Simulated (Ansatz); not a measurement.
SiC: relaxed-ion elastic tensor

Level of theory: DFT PBE, scalar-relativistic, plane waves, PAW (Ansatz 0.2.0). Plane waves to 420 eV; Γ-centred k mesh 12×12×6; fixed occupations. No spin polarisation.

Relaxed structure:
```
CELL_PARAMETERS angstrom
3.09191 0.00000 0.00000
-1.54596 2.67768 0.00000
0.00000 0.00000 5.07426
ATOMIC_POSITIONS crystal
Si 0.66667 0.33333 0.50458
Si 0.33333 0.66667 0.00458
C 0.66667 0.33333 0.88042
C 0.33333 0.66667 0.38042
```

The cell was relaxed from a distorted copy of a database structure.

(1) Give the relaxed-ion elastic constants (GPa, Voigt order xx yy zz yz xz xy, on the Cartesian axes of the cell above).

(2) Is the crystal stable against homogeneous strain?

(3) And the moduli of a polycrystal (Hill averages)?

Results:

(1)
C11 = 492.9, C12 = 101.5, C13 = 50.2, C22 = 492.9, C23 = 50.2, C33 = 531.4, C44 = 151.0, C55 = 151.0, C66 = 195.7 GPa; the others vanish.

(2) Yes: the least eigenvalue of the tensor is 151.0 GPa.

(3) B = 213 GPa, G = 184 GPa, E = 429 GPa, ν = 0.16.
